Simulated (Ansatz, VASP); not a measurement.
# BP in VASP and in Ansatz

File POSCAR:

```
BP
1.0
    0.0000000000      2.1775830422      2.3052611178
    2.1775830422      0.0000000000      2.3052611178
    2.1775830422      2.1775830422      0.0000000000
B P
1 1
Direct
    0.0000000000      0.0000000000      0.0000000000
    0.2500000000      0.2500000000      0.2500000000
```

File INCAR.step1:

```
SYSTEM = BP
PREC = Accurate
ENCUT = 520
ISMEAR = 0
SIGMA = 0.01
LREAL = .False.
LASPH = .True.
NELM = 100
NBANDS = 11
GGA = PE
ALGO = Normal
EDIFF = 1E-4
LWAVE = .True.
LCHARG = .False.
```

INCAR.step2

```
SYSTEM = BP
PREC = Accurate
ENCUT = 520
EDIFF = 1E-6
ISMEAR = 0
SIGMA = 0.01
LREAL = .False.
LASPH = .True.
NELM = 100
ALGO = Normal
ISIF = 2
LWAVE = .False.
LCHARG = .False.
METAGGA = R2SCAN
LMIXTAU = .True.
NBANDS = 11
ISTART = 1
```

File KPOINTS:

```
regular mesh
0
Gamma
  10 10 10
  0 0 0
```

Input for Ansatz:

```yaml
crystal:
  lattice:
    - [0.0, 2.1775830422, 2.3052611178]
    - [2.1775830422, 0.0, 2.3052611178]
    - [2.1775830422, 2.1775830422, 0.0]
  atoms:
    - { symbol: B, position: [0.0, 0.0, 0.0] }
    - { symbol: P, position: [0.25, 0.25, 0.25] }
kpoints:
  mp_grid: { grid: [10, 10, 10] }
  band_path:
    path:
      - [0.0, 0.0, 0.0]
      - [-0.5, -0.5, 0.0]
      - [-0.375, -0.375, 0.25]
      - [-0.375, 0.0, 0.375]
      - [0.0, 0.0, 0.5]
      - [-0.5, -0.25, 0.25]
      - [0.0, 0.419271, 0.419271]
    npoints: 1
hamiltonian:
  xc: r2scan
scf:
  occupations: { method: fixed }
  n_extra_bands: 4
output:
  forces: true
  stress: true
  eigenvalues: true
  write_density: true
  write_potential: true
  elf: true
  volumetric_format: npy
```

Change from the starting cell: epitaxial_xy strain -4.0%.

Alike in both runs: task single point; functional r2SCAN; k mesh 10 × 10 × 10; no spin polarisation.

|  | VASP | Ansatz |
| --- | --- | --- |
| version | VASP 6.6.1 | Ansatz 0.2.0 |
| potentials or method | VASP PAW PBE potentials, release 64 (B, P) | plane waves, PAW |
| plane-wave cutoff (eV) | 520 | 500 |
| occupations | gaussian, width 0.01 eV | fixed |
| valence electrons in the cell | 8 | 8 |

VASP gave:

- gap on the k mesh at the Fermi level (eV): 0.89
- pressure (GPa): 11.9
- largest component of the traceless stress (GPa): 12.53

**Question.** Estimate Ansatz's values.

**Answer.** gap on the k mesh at the Fermi level (eV): 0.86; pressure (GPa): 12.5; largest component of the traceless stress (GPa): 12.47.

Caveats: the PAW data sets were made with another functional, which shifts forces and pressure a little (VASP). A k mesh can miss the band edges.
